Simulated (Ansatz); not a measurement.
# Preparing GaN (P6_3mc) as a host crystal, part 2 of 3

Aim: the runs on the perfect crystal GaN (P6_3mc) that a defect calculation needs first.

Ansatz 0.2.0; plane-wave PAW DFT, r2SCAN; relaxation of the host's cell and atoms; PAW set soft_1 (the session's first sound run).

So far. Step 3 (Dielectric tensors of the host): The principal values of the electronic dielectric tensor are 5.83, 5.83 and 6.02. The principal values of the static dielectric tensor are 10.10, 10.10 and 11.19.

**4. Defect free supercell relaxed in its symmetry**

This cell, the one that will hold the defects, is built from the relaxed host. Its coarser k-points can move the atoms a little, so it is relaxed from the symmetric sites, as the reference for the test of stability.

This step: plane-wave PAW DFT, r2SCAN; relaxation of the defect-free supercell in its symmetry; PAW set soft_1 (Ansatz 0.2.0).

System of this step: GaN (P6_3mc). The cell holds 72 atoms: 36 Ga and 36 N. Its edges and angles: a = 9.550 Å, b = 9.550 Å, c = 10.368 Å, α = 90.0°, β = 90.0°, γ = 120.0°.

Contents of pristine.symmetric/input.yaml:

```yaml
crystal:
  lattice:
    - [9.5498178172, 0.0, 0.0]
    - [-4.7749089086, 8.2703848312, 0.0]
    - [0.0, 0.0, 10.3676634614]
  atoms:
    - { symbol: Ga, position: [0.2222222222, 0.1111111111, 0.2495531182] }
    - { symbol: Ga, position: [0.1111111111, 0.2222222222, 0.4995531182] }
    - { symbol: "N", position: [0.2222222222, 0.1111111111, 0.4379468818] }
    - { symbol: "N", position: [0.1111111111, 0.2222222222, 0.1879468818] }
    - { symbol: Ga, position: [0.2222222222, 0.1111111111, 0.7495531182] }
    - { symbol: Ga, position: [0.1111111111, 0.2222222222, 0.9995531182] }
    - { symbol: "N", position: [0.2222222222, 0.1111111111, 0.9379468818] }
    - { symbol: "N", position: [0.1111111111, 0.2222222222, 0.6879468818] }
    - { symbol: Ga, position: [0.2222222222, 0.4444444444, 0.2495531182] }
    - { symbol: Ga, position: [0.1111111111, 0.5555555556, 0.4995531182] }
    - { symbol: "N", position: [0.2222222222, 0.4444444444, 0.4379468818] }
    - { symbol: "N", position: [0.1111111111, 0.5555555556, 0.1879468818] }
    - { symbol: Ga, position: [0.2222222222, 0.4444444444, 0.7495531182] }
    - { symbol: Ga, position: [0.1111111111, 0.5555555556, 0.9995531182] }
    - { symbol: "N", position: [0.2222222222, 0.4444444444, 0.9379468818] }
    - { symbol: "N", position: [0.1111111111, 0.5555555556, 0.6879468818] }
    - { symbol: Ga, position: [0.2222222222, 0.7777777778, 0.2495531182] }
    - { symbol: Ga, position: [0.1111111111, 0.8888888889, 0.4995531182] }
    - { symbol: "N", position: [0.2222222222, 0.7777777778, 0.4379468818] }
    - { symbol: "N", position: [0.1111111111, 0.8888888889, 0.1879468818] }
    - { symbol: Ga, position: [0.2222222222, 0.7777777778, 0.7495531182] }
    - { symbol: Ga, position: [0.1111111111, 0.8888888889, 0.9995531182] }
    - { symbol: "N", position: [0.2222222222, 0.7777777778, 0.9379468818] }
    - { symbol: "N", position: [0.1111111111, 0.8888888889, 0.6879468818] }
    - { symbol: Ga, position: [0.5555555556, 0.1111111111, 0.2495531182] }
    - { symbol: Ga, position: [0.4444444444, 0.2222222222, 0.4995531182] }
    - { symbol: "N", position: [0.5555555556, 0.1111111111, 0.4379468818] }
    - { symbol: "N", position: [0.4444444444, 0.2222222222, 0.1879468818] }
    - { symbol: Ga, position: [0.5555555556, 0.1111111111, 0.7495531182] }
    - { symbol: Ga, position: [0.4444444444, 0.2222222222, 0.9995531182] }
    - { symbol: "N", position: [0.5555555556, 0.1111111111, 0.9379468818] }
    - { symbol: "N", position: [0.4444444444, 0.2222222222, 0.6879468818] }
    - { symbol: Ga, position: [0.5555555556, 0.4444444444, 0.2495531182] }
    - { symbol: Ga, position: [0.4444444444, 0.5555555556, 0.4995531182] }
    - { symbol: "N", position: [0.5555555556, 0.4444444444, 0.4379468818] }
    - { symbol: "N", position: [0.4444444444, 0.5555555556, 0.1879468818] }
    - { symbol: Ga, position: [0.5555555556, 0.4444444444, 0.7495531182] }
    - { symbol: Ga, position: [0.4444444444, 0.5555555556, 0.9995531182] }
    - { symbol: "N", position: [0.5555555556, 0.4444444444, 0.9379468818] }
    - { symbol: "N", position: [0.4444444444, 0.5555555556, 0.6879468818] }
    - { symbol: Ga, position: [0.5555555556, 0.7777777778, 0.2495531182] }
    - { symbol: Ga, position: [0.4444444444, 0.8888888889, 0.4995531182] }
    - { symbol: "N", position: [0.5555555556, 0.7777777778, 0.4379468818] }
    - { symbol: "N", position: [0.4444444444, 0.8888888889, 0.1879468818] }
    - { symbol: Ga, position: [0.5555555556, 0.7777777778, 0.7495531182] }
    - { symbol: Ga, position: [0.4444444444, 0.8888888889, 0.9995531182] }
    - { symbol: "N", position: [0.5555555556, 0.7777777778, 0.9379468818] }
    - { symbol: "N", position: [0.4444444444, 0.8888888889, 0.6879468818] }
    - { symbol: Ga, position: [0.8888888889, 0.1111111111, 0.2495531182] }
    - { symbol: Ga, position: [0.7777777778, 0.2222222222, 0.4995531182] }
    - { symbol: "N", position: [0.8888888889, 0.1111111111, 0.4379468818] }
    - { symbol: "N", position: [0.7777777778, 0.2222222222, 0.1879468818] }
    - { symbol: Ga, position: [0.8888888889, 0.1111111111, 0.7495531182] }
    - { symbol: Ga, position: [0.7777777778, 0.2222222222, 0.9995531182] }
    - { symbol: "N", position: [0.8888888889, 0.1111111111, 0.9379468818] }
    - { symbol: "N", position: [0.7777777778, 0.2222222222, 0.6879468818] }
    - { symbol: Ga, position: [0.8888888889, 0.4444444444, 0.2495531182] }
    - { symbol: Ga, position: [0.7777777778, 0.5555555556, 0.4995531182] }
    - { symbol: "N", position: [0.8888888889, 0.4444444444, 0.4379468818] }
    - { symbol: "N", position: [0.7777777778, 0.5555555556, 0.1879468818] }
    - { symbol: Ga, position: [0.8888888889, 0.4444444444, 0.7495531182] }
    - { symbol: Ga, position: [0.7777777778, 0.5555555556, 0.9995531182] }
    - { symbol: "N", position: [0.8888888889, 0.4444444444, 0.9379468818] }
    - { symbol: "N", position: [0.7777777778, 0.5555555556, 0.6879468818] }
    - { symbol: Ga, position: [0.8888888889, 0.7777777778, 0.2495531182] }
    - { symbol: Ga, position: [0.7777777778, 0.8888888889, 0.4995531182] }
    - { symbol: "N", position: [0.8888888889, 0.7777777778, 0.4379468818] }
    - { symbol: "N", position: [0.7777777778, 0.8888888889, 0.1879468818] }
    - { symbol: Ga, position: [0.8888888889, 0.7777777778, 0.7495531182] }
    - { symbol: Ga, position: [0.7777777778, 0.8888888889, 0.9995531182] }
    - { symbol: "N", position: [0.8888888889, 0.7777777778, 0.9379468818] }
    - { symbol: "N", position: [0.7777777778, 0.8888888889, 0.6879468818] }
basis:
  ecutwfc: 500
  xc_grid: 2
hamiltonian:
  xc: r2scan
  pseudopotentials: { kind: paw, azcp: { folder: soft_1 } }
kpoints:
  mp_grid: { grid: [1, 1, 1] }
scf:
  occupations: { method: fermi_dirac, width: 0.01 }
  max_iter: 100
  lower_state_search: "off"
output:
  forces: true
relax:
  f_tol: 0.015
  max_steps: 60
  escape_saddle: false
checkpoint:
  write: "../pristine.symmetric.run"
  compress: false
  write_wavefunctions: false
  write_every: 100000
```

On the command line:

```
ansatz run input.yaml --threads 32 --pin off --max-ram 84787MiB --backend cuda --events-out ev --progress --plain --runs-dir out --max-vram 78GiB
```

Numbers of over 12 decimals in the logs are rounded to 6 here.

The log of the run:

```text
[...]
device memory: the entry about to start is reckoned to put 3.9 GiB on a device that reports 163.9 GiB free (of which the cap on the GPU budget leaves the run 78.0 GiB)
GPU FFT provider: cuFFT
GPU libraries: cuBLAS 13.8.1, cuFFT 12.4.0, cuSOLVER 12.3.2
GPU matrix products: emulated (plane waves: as basis.precision tells), large ones in fixed point in workspaces of 1.00 GiB
Crystal: 72 atoms, lattice volume = 818.845 Å³
Basis set: ecut = 500 eV, 20899 PW (Γ), exchange–correlation on 144×144×160 points (8 copies of the dense FFT grid, shifted against one another)
Bands: 396, of which v1, the nominal top of the filled ones, is band 324 counted from 1 (323 counted from 0)
Symmetry: 216 space group operations
[...]
k-points: 1
[...]
GPU buffer pool allocated for 414720 grid points (all kernels)
GPU transforms: local potential: pruned to the plane-wave sphere, on 72×72×75; band sums: pruned to the plane-wave sphere, on 72×72×80
[...]
SCF iter   1: F=-150310.483914 eV  HF=-150363.777484 eV  |Δ(HF+E_count)|=         —  Δρ=1.19e-1  dr2=9.52e1  dr2_τ=1.11e1  Hψ=1270
[...]
SCF iter   3: F=-150344.687752 eV  HF=-150344.939702 eV  |Δ(HF+E_count)|=    1.48e0  Δρ=1.83e-2  dr2=2.06e0  dr2_τ=1.35e-1  Hψ=336
automatic band count: iteration 3 solves 375 bands in place of 396: the levels show a gap, and the empty bands left out lie too high to hold charge; the band table lists the bands solved (type scf.n_extra_bands for more)
SCF iter   4: F=-150344.882125 eV  HF=-150344.857988 eV  |Δ(HF+E_count)|=   8.17e-2  Δρ=3.39e-3  dr2=6.76e-2  dr2_τ=3.21e-3  Hψ=660
[...]
SCF iter   8: F=-150344.893507 eV  HF=-150344.893506 eV  |Δ(HF+E_count)|=   3.50e-5  Δρ=1.96e-5  dr2=3.16e-6  dr2_τ=8.25e-8  Hψ=1352
SCF 1 converged in 8 iterations: F = -150344.893507 eV  dr2 = 3.16e-6
[...]
relax step   1: F+E_penalty+E_count = -150344.89350704 eV  Δ(F+E_penalty+E_count) = +0.000e0 eV  max|allowed force component| = 1.639e-2 eV/Å  Δτ_max = 0.0000 Å  (8 SCF iters, dr2 threshold 5.63e-6 eV, accepted)
[...]
SCF iter   4: F=-150344.893715 eV  HF=-150344.893715 eV  |Δ(HF+E_count)|=   1.67e-7  Δρ=2.16e-6  dr2=3.38e-8  dr2_τ=1.71e-9  Hψ=1307
SCF 2 converged in 4 iterations: F = -150344.893715 eV  dr2 = 3.38e-8
relax step   2: F+E_penalty+E_count = -150344.89371511 eV  Δ(F+E_penalty+E_count) = -2.081e-4 eV  max|allowed force component| = 1.150e-2 eV/Å  Δτ_max = 0.0002 Å  (4 SCF iters, accepted)
[...]
SCF iter   2: F=-150344.893715 eV  HF=-150344.893715 eV  |Δ(HF+E_count)|=   1.05e-9  Δρ=1.36e-6  dr2=1.35e-8  dr2_τ=2.71e-10  Hψ=1045
SCF 3 converged in 2 iterations: F = -150344.893715 eV  dr2 = 1.35e-8
SCF converged after 2 iterations
Free energy (F): -150344.893715 eV
[...]
Internal energy: -150344.893715 eV  (E = F + TS)
E sigma→0 (E₀):  -150344.893715 eV
Fermi energy:    10.709104 eV
[...]
--- Forces (eV/Å), atoms counted from 1 ---
  atom   1  Ga    -0.00000000    -0.00000000     0.01176025
  atom   2  Ga    -0.00000000     0.00000000     0.01176025
  atom   3  N     -0.00000000     0.00000000    -0.01125823
  atom   4  N      0.00000000     0.00000000    -0.01125823
  atom   5  Ga    -0.00000000     0.00000000     0.01176025
  atom   6  Ga    -0.00000000     0.00000000     0.01176025
  [... 66 more lines of this table ...]
  max |Σ_I F_I| component: 1.81e-2 eV/Å
--- Relaxed structure (2 steps of the walk, 2 accepted, 0 SCFs on fresh bases) ---
  F+E_penalty+E_count = -150344.89371511 eV   max|allowed force component| = 1.150e-2 eV/Å
  atoms:
    - { symbol: Ga, position: [0.222222, 0.111111, 0.249573] }
    - { symbol: Ga, position: [0.111111, 0.222222, 0.499573] }
    - { symbol: N, position: [0.222222, 0.111111, 0.437927] }
    - { symbol: N, position: [0.111111, 0.222222, 0.187927] }
    - { symbol: Ga, position: [0.222222, 0.111111, 0.749573] }
    - { symbol: Ga, position: [0.111111, 0.222222, 0.999573] }
  [... 66 more lines of this table ...]
```

It took 2.5 s on 1 × NVIDIA GB200 with 32 threads of Arm Neoverse V2, shared host; peak memory 1.3 GiB.

No atom moved by 0.005 Å in the relaxation.

**5. Defect free supercell relaxed from displaced atoms**

This step: plane-wave PAW DFT, r2SCAN; relaxation of the defect-free supercell from random displacements, a test of the host's stability; PAW set soft_1 (Ansatz 0.2.0).

pristine.rattled/input.yaml, as its differences from pristine.symmetric/input.yaml of step 4:

```diff
@@ -94,6 +94,6 @@
   f_tol: 0.015
-  max_steps: 60
-  escape_saddle: false
+  max_steps: 120
+  random_displacement: { amplitude: 0.06, seed: 3600 }
 checkpoint:
-  write: "../pristine.symmetric.run"
+  write: "../pristine.rattled.run"
   compress: false
```

The log of the run:

```text
[...]
Crystal: 72 atoms, lattice volume = 818.845 Å³
Basis set: ecut = 500 eV, 20899 PW (Γ), exchange–correlation on 144×144×160 points (8 copies of the dense FFT grid, shifted against one another)
Bands: 396, of which v1, the nominal top of the filled ones, is band 324 counted from 1 (323 counted from 0)
Symmetry: 1 space group operations
k-points: 1
[...]
SCF iter   1: F=-150307.378540 eV  HF=-150361.661956 eV  |Δ(HF+E_count)|=         —  Δρ=1.20e-1  dr2=9.63e1  dr2_τ=1.13e1  Hψ=1281
[...]
SCF iter   3: F=-150342.308255 eV  HF=-150342.555773 eV  |Δ(HF+E_count)|=    1.50e0  Δρ=1.84e-2  dr2=2.07e0  dr2_τ=1.35e-1  Hψ=336
[...]
SCF 1 converged in 9 iterations: F = -150342.508287 eV  dr2 = 1.76e-6
[...]
relax step   1: F+E_penalty+E_count = -150342.50828722 eV  Δ(F+E_penalty+E_count) = +0.000e0 eV  max|allowed force component| = 1.998e0 eV/Å  Δτ_max = 0.0000 Å  (9 SCF iters, dr2 threshold 5.63e-6 eV, accepted)
[...]
relax step   2: F+E_penalty+E_count = -150344.23528653 eV  Δ(F+E_penalty+E_count) = -1.727e0 eV  max|allowed force component| = 1.024e0 eV/Å  Δτ_max = 0.0592 Å  (6 SCF iters, dr2 threshold 1.00e-4 eV, accepted)
relax step   3: F+E_penalty+E_count = -150344.89377722 eV  Δ(F+E_penalty+E_count) = -6.585e-1 eV  max|allowed force component| = 1.849e-2 eV/Å  Δτ_max = 0.0557 Å  (6 SCF iters, dr2 threshold 6.55e-5 eV, accepted)
relax step   4: F+E_penalty+E_count = -150344.89378858 eV  Δ(F+E_penalty+E_count) = -1.136e-5 eV  max|allowed force component| = 1.830e-2 eV/Å  Δτ_max = 0.0000 Å  (4 SCF iters, accepted)
[...]
SCF iter   2: F=-150344.891592 eV  HF=-150344.891597 eV  |Δ(HF+E_count)|=   1.20e-4  Δρ=1.17e-4  dr2=3.66e-5  dr2_τ=5.19e-7  Hψ=745
[...]
SCF iter   5: F=-150344.893943 eV  HF=-150344.893944 eV  |Δ(HF+E_count)|=   4.13e-8  Δρ=2.69e-6  dr2=6.27e-8  dr2_τ=1.98e-9  Hψ=1352
SCF 5 converged in 5 iterations: F = -150344.893943 eV  dr2 = 6.27e-8
[...]
relax step   5: F+E_penalty+E_count = -150344.89394349 eV  Δ(F+E_penalty+E_count) = -1.549e-4 eV  max|allowed force component| = 2.626e-4 eV/Å  Δτ_max = 0.0013 Å  (5 SCF iters, accepted)
[...]
SCF iter   1: F=-150344.893943 eV  HF=-150344.893943 eV  |Δ(HF+E_count)|=         —  Δρ=2.69e-6  dr2=6.27e-8  dr2_τ=1.98e-9  Hψ=1563
[...]
SCF iter   2: F=-150344.893944 eV  HF=-150344.893943 eV  |Δ(HF+E_count)|=   1.51e-9  Δρ=1.66e-6  dr2=2.52e-8  dr2_τ=4.65e-10  Hψ=1047
SCF 6 converged in 2 iterations: F = -150344.893944 eV  dr2 = 2.52e-8
[...]
SCF converged after 2 iterations
Free energy (F): -150344.893944 eV
[...]
Internal energy: -150344.893944 eV  (E = F + TS)
E sigma→0 (E₀):  -150344.893944 eV
Fermi energy:    10.709477 eV
[...]
--- Forces (eV/Å), atoms counted from 1 ---
  atom   1  Ga    -0.00006266     0.00003009     0.00029466
  atom   2  Ga    -0.00016276    -0.00003584     0.00022215
  atom   3  N     -0.00003667    -0.00001633     0.00015321
  atom   4  N      0.00005224    -0.00008865     0.00035882
  atom   5  Ga    -0.00009175     0.00005165     0.00028004
  atom   6  Ga    -0.00011913    -0.00008052     0.00037360
  [... 66 more lines of this table ...]
  max |Σ_I F_I| component: 1.95e-2 eV/Å
--- Relaxed structure (5 steps of the walk, 5 accepted, 0 SCFs on fresh bases) ---
  F+E_penalty+E_count = -150344.89394349 eV   max|allowed force component| = 2.626e-4 eV/Å
  atoms:
    - { symbol: Ga, position: [0.222405, 0.110872, 0.249767] }
    - { symbol: Ga, position: [0.111296, 0.221983, 0.499768] }
    - { symbol: N, position: [0.222405, 0.110872, 0.438029] }
    - { symbol: N, position: [0.111296, 0.221985, 0.188027] }
    - { symbol: Ga, position: [0.222405, 0.110870, 0.749767] }
    - { symbol: Ga, position: [0.111298, 0.221987, 0.999765] }
  [... 66 more lines of this table ...]
```

The job ended after 4.2 s (1 × NVIDIA GB200 with 32 threads; peak memory 1.3 GiB; 14 s of CPU time).

Step by step:

| step | energy less that of the first step (eV) | largest force component (eV/Å) |
| --- | --- | --- |
| 1 | 0.0000 | 1.9980 |
| 2 | -1.7270 | 1.0236 |
| 3 | -2.3855 | 0.0185 |
| 4 | -2.3855 | 0.0183 |
| 5 | -2.3857 | 0.0003 |

The relaxation ends 33 meV an atom lower than the displaced start, with a largest force component of 2.6e-4 eV/Å.

**6. Host on a dense mesh**

This step: plane-wave PAW DFT, r2SCAN; single point of the defect-free host, a test of the k-point sampling; PAW set soft_1 (Ansatz 0.2.0).

System of this step: GaN (P6_3mc). Symmetry: P6_3mc, No. 186, hexagonal system. Conventional cell: a = 3.183 Å, b = 3.183 Å, c = 5.184 Å, α = 90.00°, β = 90.00°, γ = 120.00°. Ga has 4 N at 1.95 Å nearest. Nearest to N lie 4 Ga at 1.95 Å. Farther neighbours and most contacts between anions are not listed.

Contents of dense/input.yaml:

```yaml
crystal:
  lattice:
    - [3.1832726057, 0.0, 0.0]
    - [-1.5916363029, 2.7567949437, 0.0]
    - [0.0, 0.0, 5.1838317307]
  atoms:
    - { symbol: Ga, position: [0.6666666667, 0.3333333333, 0.4991062363] }
    - { symbol: Ga, position: [0.3333333333, 0.6666666667, 0.9991062363] }
    - { symbol: "N", position: [0.6666666667, 0.3333333333, 0.8758937637] }
    - { symbol: "N", position: [0.3333333333, 0.6666666667, 0.3758937637] }
basis:
  ecutwfc: 500
  xc_grid: 2
hamiltonian:
  xc: r2scan
  pseudopotentials: { kind: paw, azcp: { folder: soft_1 } }
kpoints:
  mp_grid: { grid: [10, 10, 6] }
scf:
  occupations: { method: fermi_dirac, width: 0.01 }
  max_iter: 100
  lower_state_search: "off"
checkpoint:
  write: "../dense.run"
  compress: false
  write_wavefunctions: false
  write_every: 100000
```

The log of the run:

```text
[...]
GPU FFT provider: cuFFT
GPU libraries: cuBLAS 13.8.1, cuFFT 12.4.0, cuSOLVER 12.3.2
[...]
Crystal: 4 atoms, lattice volume = 45.491 Å³
Basis set: ecut = 500 eV, 1129 PW (Γ), exchange–correlation on 48×48×80 points (8 copies of the dense FFT grid, shifted against one another)
Bands: 22, of which v1, the nominal top of the filled ones, is band 18 counted from 1 (17 counted from 0)
Symmetry: 12 space group operations
[...]
k-points: 56 of 600 (time reversal used)
[...]
GPU buffer pool allocated for 23040 grid points (all kernels)
GPU transforms: local potential and band sums: pruned to the plane-wave sphere, on 24×24×40
[...]
SCF iter   1: F=-8351.002026 eV  HF=-8353.742503 eV  |Δ(HF+E_count)|=         —  Δρ=1.16e-1  dr2=4.96e0  dr2_τ=5.78e-1  Hψ=5135
[...]
SCF iter   9: F=-8352.780591 eV  HF=-8352.780591 eV  |Δ(HF+E_count)|=   5.95e-8  Δρ=5.59e-6  dr2=1.19e-8  dr2_τ=2.03e-10  Hψ=2530
SCF 1 converged in 9 iterations: F = -8352.780591 eV  dr2 = 1.19e-8
[...]
SCF converged after 9 iterations
Free energy (F): -8352.780591 eV
[...]
Internal energy: -8352.780591 eV  (E = F + TS)
E sigma→0 (E₀):  -8352.780591 eV
Fermi energy:    10.649773 eV
[...]
```

The job ended after 1.2 s (1 × NVIDIA GB200 with 32 threads; peak memory 1 GiB).

**7. Defect free supercell at the zone centre**

The supercell is run at the zone centre, to see how far that sampling misses the dense mesh.

System of this step: GaN (P6_3mc). The cell holds 72 atoms: 36 Ga and 36 N. Its edges and angles: a = 9.550 Å, b = 9.550 Å, c = 10.368 Å, α = 90.0°, β = 90.0°, γ = 120.0°.

pristine.sampling_gamma/input.yaml, as its differences from pristine.rattled/input.yaml of step 5:

```diff
@@ -90,10 +90,4 @@
   lower_state_search: "off"
-output:
-  forces: true
-relax:
-  f_tol: 0.015
-  max_steps: 120
-  random_displacement: { amplitude: 0.06, seed: 3600 }
 checkpoint:
-  write: "../pristine.rattled.run"
+  write: "../pristine.sampling_gamma.run"
   compress: false
```

The log of the run:

```text
[...]
GPU FFT provider: cuFFT
GPU libraries: cuBLAS 13.8.1, cuFFT 12.4.0, cuSOLVER 12.3.2
[...]
Crystal: 72 atoms, lattice volume = 818.845 Å³
Basis set: ecut = 500 eV, 20899 PW (Γ), exchange–correlation on 144×144×160 points (8 copies of the dense FFT grid, shifted against one another)
Bands: 396, of which v1, the nominal top of the filled ones, is band 324 counted from 1 (323 counted from 0)
Symmetry: 216 space group operations
[...]
k-points: 1
[...]
GPU buffer pool allocated for 414720 grid points (all kernels)
[...]
SCF iter   1: F=-150310.483929 eV  HF=-150363.777484 eV  |Δ(HF+E_count)|=         —  Δρ=1.19e-1  dr2=9.52e1  dr2_τ=1.11e1  Hψ=1270
[...]
SCF iter  10: F=-150344.893507 eV  HF=-150344.893507 eV  |Δ(HF+E_count)|=   6.98e-8  Δρ=6.96e-7  dr2=3.77e-9  dr2_τ=1.96e-10  Hψ=707
SCF 1 converged in 10 iterations: F = -150344.893507 eV  dr2 = 3.77e-9
[...]
SCF converged after 10 iterations
Free energy (F): -150344.893507 eV
[...]
Internal energy: -150344.893507 eV  (E = F + TS)
E sigma→0 (E₀):  -150344.893507 eV
Fermi energy:    10.708950 eV
[...]
```

Run time: 1.5 s. Hardware: 1 × NVIDIA GB200 with 32 threads; peak memory 1.2 GiB.

[end of part 2 of 3]

[Logs are printed without paths, hosts, clocks, repeated set-up lines and the standing remarks that a program may print on its own settings, such as how far it seeks lower states.]

[Hosts, paths, dates, database ids (printed as entryN), source tags and the programs' standing remarks are cut or masked in the printed files.]

[Runs of the host that timed out are not shown.]

[For some hosts the program warned that the k-mesh of the response run may be too coarse for force constants and the static dielectric constant; such warnings are not always shown.]

[The program warned that the k-mesh of a response run behind this text may be too coarse: force constants, and the static dielectric constant and all else formed from them, are not shown converged.]
